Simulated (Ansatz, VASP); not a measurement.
# Cross-check of SrNi2As2 between VASP and Ansatz, part 2 of 2

One calculation is typed for both programs; each brings its own data sets and cutoff. How far apart do they land?

VASP 6.6.1 and Ansatz 0.2.0.

So far: The structure; VASP: relaxation of cell and atoms, r2SCAN.

### Step 3. Ansatz: relaxation of cell and atoms, r2SCAN

Level of this step: Ansatz beside VASP: Kohn-Sham DFT, plane waves, r2SCAN (Ansatz).

Ansatz runs on its default PAW (the set named soft_2) files.

The same cell, functional, mesh and smearing now go to Ansatz, which takes its cutoff from its data sets.

input.yaml

```yaml
crystal:
  lattice:
    - [-2.0366277325, 2.0366277325, 5.4956000884]
    - [2.0366277325, -2.0366277325, 5.4956000884]
    - [2.0366277325, 2.0366277325, -5.4956000884]
  atoms:
    - { symbol: Sr, position: [0.0, 0.0, 0.0] }
    - { symbol: Ni, position: [0.75, 0.25, 0.5] }
    - { symbol: Ni, position: [0.25, 0.75, 0.5] }
    - { symbol: As, position: [0.64527323, 0.64527323, 0.0] }
    - { symbol: As, position: [0.35472677, 0.35472677, 0.0] }
hamiltonian:
  xc: r2scan
  pseudopotentials: { kind: paw }
magnetization:
  spin_polarized: true
kpoints:
  mp_grid: { grid: [8, 8, 8] }
scf:
  occupations: { method: fermi_dirac, width: 0.05 }
relax:
  f_tol: 0.01
  max_steps: 60
  cell: { stress_tol: 0.05 }
output:
  forces: true
  stress: true
  write_density: true
  write_potential: true
  elf: true
  volumetric_format: npy
```

On the command line:

```
> ansatz run input.yaml --threads 4 --pin off --max-ram 9216MiB --backend cpu --events-out ev --progress --plain --runs-dir out
```

Numbers of over 12 decimals in the logs are rounded to 6 here.

What it wrote:

```text
Engine: ansatz 0.2.0, aarch64-unknown-linux-gnu
Pseudopotentials: kind: paw
Pseudopotential: Sr, paw, valence charge 10, recommended cutoff 500 eV (meta_gga), Sr.paw.azcp
Pseudopotential: Ni, paw, valence charge 18, recommended cutoff 500 eV (meta_gga), Ni.paw.azcp
Pseudopotential: As, paw, valence charge 15, recommended cutoff 500 eV (meta_gga), As.paw.azcp
Functional definition: r2SCAN
  parameter k0 = 0.174
  parameter k1 = 0.065
  parameter a1 = 4.9479
  exchange = r2scan_x(k0 = k0, k1 = k1, a1 = a1)
  correlation = r2scan_c
Crystal: 5 atoms, lattice volume = 91.180 Å³
Basis set: ecut = 500 eV, 2349 PW (Γ), exchange–correlation on 192×192×192 points (64 copies of the dense FFT grid, shifted against one another)
Bands: 46, of which v1, the nominal top of the filled ones, is band 38 counted from 1 (37 counted from 0)
Symmetry: 16 space group operations
Space group: I4/mmm (ITA 139), of the structure as read, at distance tolerance 4.5e-5 Å
k-points: 59 of 512
Non-local potential: Sr, projectors of the file, l = 0: 3, l = 1: 2, l = 2: 2
Non-local potential: Ni, projectors of the file, l = 0: 3, l = 1: 2, l = 2: 3, l = 3: 1
Non-local potential: As, projectors of the file, l = 0: 2, l = 1: 2, l = 2: 3, l = 3: 1
PAW form: soft (Blöchl's): semilocal exchange-correlation on the pseudo side does not see the compensation charge
PAW frozen core: Sr, regenerated for the run's functional (the file was generated under x = pbe(κ = 0.804, μ = 0.219515), c = pbe(β = 0.066725))
PAW frozen core: Ni, regenerated for the run's functional (the file was generated under x = pbe(κ = 0.804, μ = 0.219515), c = pbe(β = 0.066725))
PAW frozen core: As, regenerated for the run's functional (the file was generated under x = pbe(κ = 0.804, μ = 0.219515), c = pbe(β = 0.066725))
PAW one-centre angular grid: Sr, 302 points (default); XC on 160 Gauss nodes
PAW one-centre angular grid: Ni, 590 points (default); XC on 160 Gauss nodes
PAW one-centre angular grid: As, 590 points (default); XC on 160 Gauss nodes
Initial density: superposition of atomic densities (chi_scale 0.1, normalization cell, long waves kept (reshape's long-wave potential 0.01 eV rms))
Initial wavefunctions: pseudopotential atomic-orbital guess
Functional: x = r2scan, c = r2scan; τ floored in thin density (d = 2e-4 eV/Å³)
SCF iter   1: F=—  HF=-24980.675534 eV  |F-HF|=—  |Δ(HF+E_count)|=         —  Δρ=7.50e-2 (↑7.50e-2 ↓7.50e-2)  dr2=1.81e1  dr2_τ=5.30e-2  dr2_m=0.00e0  M=0.000 μB ∫|m|=0.000 μB  β_m=0.30  ethr=3.10e-3  ⟨swp⟩=7.4  Hψ=11575  notcnv=0  defer=11
preconditioner: auto → Kerker (q_TF=auto, 2.647 Å⁻¹)  [metal: Δε(μ)=0.059 eV  Ē_g=10.400 eV  σ=0.050 eV  W_gap=0.29  n_scr=32 (ndim 8)  ℏωp=24.0 eV  f_vac=0.000  D(μ)=2.04/eV (n_scr^D=10)]
spin=Collinear: Kerker preconditioning applied to the charge; magnetization (m = ρ↑ − ρ↓) channel mixes plain (no charge-response kernel on spin).
SCF iter   2: F=—  HF=-24979.030282 eV  |F-HF|=—  |Δ(HF+E_count)|=    1.65e0  Δρ=2.08e-2 (↑2.08e-2 ↓2.08e-2)  dr2=1.29e0  dr2_τ=1.20e-2  dr2_m=0.00e0  M=0.000 μB ∫|m|=0.000 μB  β_m=0.29  ethr=3.10e-3  ⟨swp⟩=3.0  Hψ=6045  notcnv=0  defer=129
SCF iter   3: F=—  HF=-24978.803160 eV  |F-HF|=—  |Δ(HF+E_count)|=   2.27e-1  Δρ=1.56e-2 (↑1.56e-2 ↓1.56e-2)  dr2=1.30e0  dr2_τ=1.12e-3  dr2_m=0.00e0  M=0.000 μB ∫|m|=0.000 μB  β_m=0.46  ethr=1.69e-3  ⟨swp⟩=2.3  Hψ=4213  notcnv=0  defer=120
SCF iter   4: F=—  HF=-24975.922165 eV  |F-HF|=—  |Δ(HF+E_count)|=    2.88e0  Δρ=1.12e-1 (↑5.67e-2 ↓1.12e-1)  dr2=2.73e0  dr2_τ=3.91e-2  dr2_m=5.78e0  M=3.933 μB ∫|m|=3.943 μB  ethr=1.69e-3  ⟨swp⟩=2.9  Hψ=3935  notcnv=0  defer=120
Mixer restart at iter 4: flushing history
SCF iter   5: F=—  HF=-24978.060131 eV  |F-HF|=—  |Δ(HF+E_count)|=         —  Δρ=4.41e-2 (↑4.41e-2 ↓1.44e-2)  dr2=1.15e0  dr2_τ=8.91e-3  dr2_m=5.39e-1  M=1.905 μB ∫|m|=1.985 μB  β_m=0.46  ethr=1.69e-3  ⟨swp⟩=4.2  Hψ=10818  notcnv=0  defer=96
SCF iter   6: F=—  HF=-24978.344396 eV  |F-HF|=—  |Δ(HF+E_count)|=   2.84e-1  Δρ=5.91e-2 (↑1.64e-2 ↓5.91e-2)  dr2=1.53e0  dr2_τ=7.39e-3  dr2_m=1.10e0  M=1.152 μB ∫|m|=1.249 μB  β_m=0.51  ethr=1.52e-3  ⟨swp⟩=2.9  Hψ=8384  notcnv=0  defer=180
SCF iter   7: F=—  HF=-24978.440693 eV  |F-HF|=—  |Δ(HF+E_count)|=   9.63e-2  Δρ=3.64e-2 (↑3.64e-2 ↓1.04e-2)  dr2=1.23e0  dr2_τ=1.99e-3  dr2_m=1.90e-1  M=1.246 μB ∫|m|=1.333 μB  β_m=0.10  ethr=1.52e-3  ⟨swp⟩=3.0  Hψ=11209  notcnv=0  defer=224
SCF iter   8: F=—  HF=-24978.385967 eV  |F-HF|=—  |Δ(HF+E_count)|=   5.47e-2  Δρ=2.06e-2 (↑2.06e-2 ↓1.63e-2)  dr2=2.52e-2  dr2_τ=1.52e-3  dr2_m=2.77e-1  M=0.847 μB ∫|m|=0.953 μB  β_m=0.38  ethr=1.52e-3  ⟨swp⟩=2.0  Hψ=7386  notcnv=0  defer=223
SCF iter   9: F=—  HF=-24978.514365 eV  |F-HF|=—  |Δ(HF+E_count)|=   1.28e-1  Δρ=9.91e-3 (↑9.91e-3 ↓3.25e-3)  dr2=3.14e-2  dr2_τ=3.12e-4  dr2_m=3.32e-2  M=0.236 μB ∫|m|=0.317 μB  β_m=0.55  ethr=3.32e-5  ⟨swp⟩=2.4  Hψ=10618  notcnv=0  defer=224
SCF iter  10: F=—  HF=-24978.521954 eV  |F-HF|=—  |Δ(HF+E_count)|=   7.59e-3  Δρ=5.06e-3 (↑2.64e-3 ↓5.06e-3)  dr2=2.74e-2  dr2_τ=8.31e-5  dr2_m=4.51e-3  M=-0.088 μB ∫|m|=0.090 μB  β_m=0.77  ethr=3.32e-5  ⟨swp⟩=2.0  Hψ=9568  notcnv=0  defer=228
[...]
SCF iter   1: F=—  HF=-24978.527415 eV  |F-HF|=—  |Δ(HF+E_count)|=         —  Δρ=3.89e-6 (↑3.89e-6 ↓3.89e-6)  dr2=6.77e-8  dr2_τ=5.15e-9  dr2_m=0.00e0  M=0.000 μB ∫|m|=0.000 μB  β_m=0.30  ethr=5.90e-6  ⟨swp⟩=2.7  Hψ=17633  notcnv=0
eigensolver tolerance schedule: the retry pair's looser diagonalisation over-reported the residual by 66303.70 of it (diagonalisation noise at an unbounded share of the residual, at the tolerance the schedule requests for it); recorded, not acted on — ethr = c·dr2/N_el stays at c = 1.0e-1
preconditioner: auto → Kerker (q_TF=auto, 2.647 Å⁻¹)  [metal: Δε(μ)=0.024 eV  Ē_g=9.867 eV  σ=0.050 eV  W_gap=0.12  n_scr=32 (ndim 8)  ℏωp=24.0 eV  f_vac=0.005  D(μ)=2.83/eV (n_scr^D=24)]
spin=Collinear: Kerker preconditioning applied to the charge; magnetization (m = ρ↑ − ρ↓) channel mixes plain (no charge-response kernel on spin).
SCF iter   2: F=—  HF=-24978.527493 eV  |F-HF|=—  |Δ(HF+E_count)|=   7.85e-5  Δρ=4.86e-6 (↑4.86e-6 ↓4.86e-6)  dr2=6.14e-8  dr2_τ=6.41e-9  dr2_m=0.00e0  M=0.000 μB ∫|m|=0.000 μB  β_m=0.30  ethr=8.90e-11  ⟨swp⟩=11.5  Hψ=26504  notcnv=0
SCF iter   3: F=-24978.527493 eV  HF=-24978.527493 eV  |F-HF|=1.09e-9  |Δ(HF+E_count)|=   2.68e-9  Δρ=1.21e-6 (↑1.21e-6 ↓1.21e-6)  dr2=4.63e-9  dr2_τ=2.69e-10  dr2_m=0.00e0  M=0.000 μB ∫|m|=0.000 μB  ethr=8.07e-11  ⟨swp⟩=6.9  Hψ=16265  notcnv=0
SCF 2 converged in 3 iterations: F = -24978.527493 eV  dr2 = 4.63e-9
relax step   1: F+E_penalty+E_count = -24978.52749322 eV  Δ(F+E_penalty+E_count) = +0.000e0 eV  max|allowed force component| = 2.222e-2 eV/Å  Δτ_max = 0.0000 Å  P = +0.031 GPa  Ω = 91.180 Å³  (3 SCF iters, dr2 threshold 1.00e-7 eV, accepted)
[...]
relax step   2: F+E_penalty+E_count = -24978.52762659 eV  Δ(F+E_penalty+E_count) = -1.334e-4 eV  max|allowed force component| = 3.662e-4 eV/Å  Δτ_max = 0.0042 Å  P = -0.071 GPa  Ω = 91.424 Å³  energy of the carried Pulay correction = -1.120e-4 eV  (8 SCF iters, dr2 threshold 6.51e-8 eV, accepted)
[...]
relax step   3: F+E_penalty+E_count = -24978.52770046 eV  Δ(F+E_penalty+E_count) = -7.387e-5 eV  max|allowed force component| = 6.989e-3 eV/Å  Δτ_max = 0.0005 Å  P = -0.010 GPa  Ω = 91.404 Å³  energy of the carried Pulay correction = -1.027e-4 eV  (7 SCF iters, dr2 threshold 3.40e-8 eV, accepted)
[...]
relax step   4: F+E_penalty+E_count = -24978.52780385 eV  Δ(F+E_penalty+E_count) = -1.034e-4 eV  max|allowed force component| = 7.029e-3 eV/Å  Δτ_max = 0.0000 Å  P = -0.009 GPa  Ω = 91.404 Å³  stress off target by 3.67e-2 GPa  SCF on the basis re-selected at this cell (its energy is not comparable with the rows above)  (9 SCF iters)
basis re-selected at this cell: Δ(F+E_penalty+E_count) = -1.034e-4 eV, ΔP = +0.001 GPa vs the last step (what re-selecting the basis moved, of the pressure what is left beyond the Pulay correction that the steps carried, after the strain that the cell walked since its last selection, with what the two solves' SCF thresholds leave and, on support functions, any second-order correction that the steps lacked; it is no m [...]
SCF converged after 9 iterations
Magnetization: 0.0000 μB (38.0000 up, 38.0000 down)
Absolute magnetization: 0.0000 μB (∫|ρ↑−ρ↓|)
Spin contamination: 0.0000 ħ² per cell (⟨S²⟩ above its minimum at these occupations)
Per-site moments (μB) at R_I (Å): [(0.0, 1.359914), (0.0, 0.964447), (0.0, 0.964447), (0.0, 0.964447), (0.0, 0.964447)]
Free energy (F): -24978.527804 eV
Harris-Foulkes:  -24978.527804 eV  (|F-HF|=2.18e-11)
Internal energy: -24978.504840 eV  (E = F + TS)
E sigma→0 (E₀):  -24978.516322 eV
Entropy (-TS):   -0.022964 eV (-4.593 meV/atom)
Fermi energy:    12.683206 eV
--- Per-component energies (eV) ---
  E_band       = -1287.357810
  E_kinetic    = 1023.673902
  E_local      = -14386.174726  (includes V_loc(G=0)·N_el)
  E_nonlocal   = 153.880238
  E_hartree    = 6606.049948
  E_xc         = -470.781685
  E_vxc        = -582.208322  (∫ρ·V_xc dr)
  E_paw        = -9711.236790  (= ΣΔE_a)
  E_vpaw       = -744.327979  (= ΣTr[D̂ρ^β])
  E_aug_tail   = 0.000456  (compensation charges beyond the density's cutoff)
  E_vtau       = 35.698107  (kinetic-family band-sum trace: ∫τ·v_τ [+ j·A + Jᵃ·Aᵃ] dr)
  E_ewald      = -8190.255193
  E_core_change = -3.660989  (= ΣΔE_core)
  E_smearing   = -0.022964  (= −TS)
  E_closure    = 0.000000  (closes the sum)
  Σ components = -24978.527804   (vs F -24978.527804, Δ=0.00e0)
--- Forces (eV/Å), atoms counted from 1 ---
  atom   1  Sr     0.00000000     0.00000000    -0.00000000
  atom   2  Ni     0.00000000     0.00000000     0.00000000
  atom   3  Ni    -0.00000000     0.00000000     0.00000000
  atom   4  As    -0.00000000     0.00000000    -0.00702933
  atom   5  As     0.00000000     0.00000000     0.00702933
  max |Σ_I F_I| component: 1.95e-18 eV/Å
--- Stress (GPa, compression-positive) ---
       -0.031543       0.000000       0.000000
        0.000000      -0.031543      -0.000000
        0.000000       0.000000       0.036659
  P = ⅓ Tr σ = -0.0088 GPa (-0.088 kbar)
--- Band table (eV; the first three rows and the last of 118) ---
  k-point 0 ↑: bands = [... 34 lower, 11.4133, 11.4133, 11.6748, 13.7210, 14.1255, 14.1255, 15.6922, 15.8681, ... 4 higher]
  k-point 1 ↑: bands = [... 34 lower, 11.1229, 11.2708, 11.8773, 12.9236, 13.2990, 15.3659, 15.5204, 16.6539, ... 4 higher]
  k-point 2 ↑: bands = [... 34 lower, 10.9808, 10.9847, 11.9361, 12.2617, 12.6306, 14.8221, 16.6836, 16.8143, ... 4 higher]
  k-point 58 ↓: bands = [... 34 lower, 11.5296, 11.6748, 12.5362, 12.8003, 13.9053, 14.5755, 14.5755, 15.0806, ... 4 higher]
--- Relaxed structure (3 steps of the walk, 3 accepted, 1 SCFs on fresh bases) ---
  F+E_penalty+E_count = -24978.52780385 eV   max|allowed force component| = 7.029e-3 eV/Å   (the final SCF, on the basis selected at the relaxed cell)
  cell:  # Å, volume = 91.4036 Å³
    - [-2.035257, 2.035257, 5.516520]
    - [2.035257, -2.035257, 5.516520]
    - [2.035257, 2.035257, -5.516520]
  atoms:
    - { symbol: Sr, position: [0, 0, 0] }
    - { symbol: Ni, position: [0.750000, 0.250000, 0.500000] }
    - { symbol: Ni, position: [0.250000, 0.750000, 0.500000] }
    - { symbol: As, position: [0.645700, 0.645700, 0] }
    - { symbol: As, position: [0.354300, 0.354300, 0] }
```

Run time: 46 s. Hardware: 4 threads of Arm Neoverse V2, shared host; peak memory 1.3 GiB; 3 min of CPU time.

### Step 4. Differences

Known differences besides the potentials themselves: VASP keeps PBE cores, Ansatz makes them for the functional; both relaxations stop at a tolerance, which leaves soft axes loose, and VASP keeps its plane-wave basis; the data sets hold 76 valence electrons in Ansatz (default PAW (the set named soft_2) files) and 40 in VASP; the cutoff is 500 eV in Ansatz and 520 eV in VASP; Ansatz adds a Pulay correction to the stress that steers its cell, VASP none. Total energies have different zeros and are not compared.

Compared:

| quantity | Ansatz | VASP | difference |
| --- | --- | --- | --- |
| volume (Å³) | 91.40 | 91.58 | -0.19 % |
| edge a after relaxation, in the typed setting (Å) | 6.222 | 6.220 | +0.03 % |

The walks stopped with -0.01 GPa left in Ansatz and -0.02 GPa in VASP; each walk ends within a tolerance, so the volume difference is uncertain by about these residues over the bulk modulus, most in soft cells.

### Step 5. Ansatz: relaxation of cell and atoms, r2SCAN with D4

The relaxed volume is the usual yardstick between codes: its relative difference is about their pressure difference at one cell divided by the bulk modulus.

input.yaml, as its differences from that of step 3:

```diff
@@ -14,2 +14,3 @@
   pseudopotentials: { kind: paw }
+  dispersion: d4
 magnetization:
@@ -27,5 +28 @@
   stress: true
-  write_density: true
-  write_potential: true
-  elf: true
-  volumetric_format: npy
```

What it wrote:

```text
[...]
cell:  # Å, volume = 90.1872 Å³
    - [-2.030518, 2.030518, 5.468536]
    - [2.030518, -2.030518, 5.468536]
    - [2.030518, 2.030518, -5.468536]
  atoms:
    - { symbol: Sr, position: [0, 0, 0] }
    - { symbol: Ni, position: [0.750000, 0.250000, 0.500000] }
    - { symbol: Ni, position: [0.250000, 0.750000, 0.500000] }
    - { symbol: As, position: [0.644603, 0.644603, 0] }
    - { symbol: As, position: [0.355397, 0.355397, 0] }
[key lines of the parts left out:]
SCF converged after 8 iterations
Magnetization: 0.0000 μB (38.0000 up, 38.0000 down)
Free energy (F): -24979.156815 eV
Fermi energy:    12.884779 eV
P = ⅓ Tr σ = -0.0058 GPa (-0.058 kbar)
```

Elapsed: 44 s, on 4 threads; peak memory 0.91 GiB.

### Step 6. VASP: relaxation of cell and atoms, r2SCAN with D4

The same cell, functional, mesh and smearing now go to VASP, with its own data sets and cutoff.

INCAR

```
SYSTEM = SrNi2As2
PREC = Accurate
ENCUT = 520
EDIFF = 1E-06
NELM = 100
ISMEAR = -1
SIGMA = 0.05
LREAL = .FALSE.
ALGO = Normal
METAGGA = R2SCAN
IVDW = 13
VDW_S6 = 1
VDW_S8 = 0.6018749
VDW_A1 = 0.51559235
VDW_A2 = 5.77342911
LASPH = .TRUE.
NBANDS = 28
ISPIN = 2
MAGMOM = -0 -0 -0 -0 -0
LMAXMIX = 4
LORBIT = 11
LWAVE = .FALSE.
LCHARG = .FALSE.
KPAR = 8
IBRION = 2
NSW = 60
ISIF = 3
EDIFFG = -0.01
```

POSCAR

```
SrNi2As2
1.0
   -2.0366277325      2.0366277325      5.4956000884
    2.0366277325     -2.0366277325      5.4956000884
    2.0366277325      2.0366277325     -5.4956000884
Sr Ni As
1 2 2
Direct
    0.0000000000      0.0000000000      0.0000000000
    0.7500000000      0.2500000000      0.5000000000
    0.2500000000      0.7500000000      0.5000000000
    0.6452732300      0.6452732300      0.0000000000
    0.3547267700      0.3547267700      0.0000000000
```

KPOINTS

```
Automatic mesh
0
Gamma
8 8 8
0 0 0
```

PAW data sets: Sr_sv, Ni and As (PBE family, release 64).

On the command line:

```
> mpirun -np 8 vasp_std
```

What it wrote:

```text
[banner, memory and clock lines left out]
running    8 mpi-ranks, on    1 nodes
[...]
[... a notice as in an earlier step ...]

 [... a notice as in an earlier step ...]

 LDA part: xc-table for (None), standard interpolation
 POSCAR, INCAR and KPOINTS ok, starting setup
[...]
entering main loop
       N       E                     dE             d eps       ncg     rms          rms(c)
[... 18 cycles as in an earlier step ...]
   1 F= -.72756979E+02 E0= -.72745346E+02  d E =-.727570E+02  mag=    -0.0000
[... from here on, the cycles between the ionic steps are left out ...]
   2 F= -.72757810E+02 E0= -.72746305E+02  d E =-.830552E-03  mag=    -0.0000
   3 F= -.72758454E+02 E0= -.72746898E+02  d E =-.147499E-02  mag=     0.0000
   4 F= -.72758667E+02 E0= -.72747048E+02  d E =-.213179E-03  mag=    -0.0000
   5 F= -.72758885E+02 E0= -.72747046E+02  d E =-.431365E-03  mag=     0.0000
   6 F= -.72758896E+02 E0= -.72747092E+02  d E =-.442112E-03  mag=     0.0000
[...]
reached required accuracy - stopping structural energy minimisation
```

From OUTCAR (step 6):

```text
  Edisp (eV):   -0.63130

  Total       0.03831     0.03831    -0.01908     0.00000     0.00000     0.00000
  in kB       0.67994     0.67994    -0.33870     0.00000     0.00000     0.00000
  external pressure =        0.34 kB  Pullay stress =        0.00 kB

 POSITION                                       TOTAL-FORCE (eV/Angst)
 -----------------------------------------------------------------------------------
      0.00000      0.00000      0.00000        -0.000000     -0.000000      0.000000
      0.00000      2.03143      2.73454        -0.000000     -0.000000      0.000000
      2.03143      0.00000      2.73454        -0.000000     -0.000000      0.000000
      0.00000      0.00000      7.05056        -0.000000     -0.000000      0.006684
      0.00000      0.00000      3.88760         0.000000      0.000000     -0.006684
 -----------------------------------------------------------------------------------
    total drift:                                0.000000     -0.000000      0.000000

  FREE ENERGIE OF THE ION-ELECTRON SYSTEM (eV)
  ---------------------------------------------------
  free  energy   TOTEN  =       -72.7588961436 eV

  energy  without entropy=      -72.7352883186  energy(sigma->0) =      -72.74709223

 magnetization (x)
# of ion       s       p       d       tot
------------------------------------------
    1        0.000   0.000  -0.000   0.000
    2       -0.000  -0.000   0.000  -0.000
    3       -0.000  -0.000   0.000  -0.000
    4        0.000   0.000   0.000   0.000
    5        0.000   0.000   0.000   0.000
--------------------------------------------------
tot          0.000   0.000  -0.000   0.000

[... 2 parts as in an earlier step ...]

[... 2 further parts left out ...]
[key lines of the parts left out:]
E-fermi :   6.1217
```

### Step 7. Comparison

The two programs side by side:

| quantity | Ansatz | VASP | difference |
| --- | --- | --- | --- |
| volume (Å³) | 90.19 | 90.28 | -0.10 % |
| edge a after relaxation, in the typed setting (Å) | 6.177 | 6.178 | -0.02 % |

The walks stopped with -0.01 GPa left in Ansatz and 0.03 GPa in VASP; each walk ends within a tolerance, so the volume difference is uncertain by about these residues over the bulk modulus, most in soft cells.

### Step 8. Results

- difference in volume (relaxation of cell and atoms, r2SCAN): -0.19 %
- difference in volume (relaxation of cell and atoms, r2SCAN with D4): -0.099 %

What this shows: The difference in volume is -0.19 % (relaxation of cell and atoms, r2SCAN), within the 1.2 % picked in this series as the mark of a large difference, as far as the stopping tolerances let one tell. How closely two codes agree says nothing of how well the functional describes the real material.

[Lines on the potential files, build, host, timing and source positions are cut from VASP's logs without a mark.]

[Logs are printed without paths, hosts, clocks, repeated set-up lines and the standing remarks that a program may print on its own settings, such as how far it seeks lower states.]

[Hosts, paths, dates, database ids (printed as entryN), source tags and the programs' standing remarks are cut or masked in the printed files.]
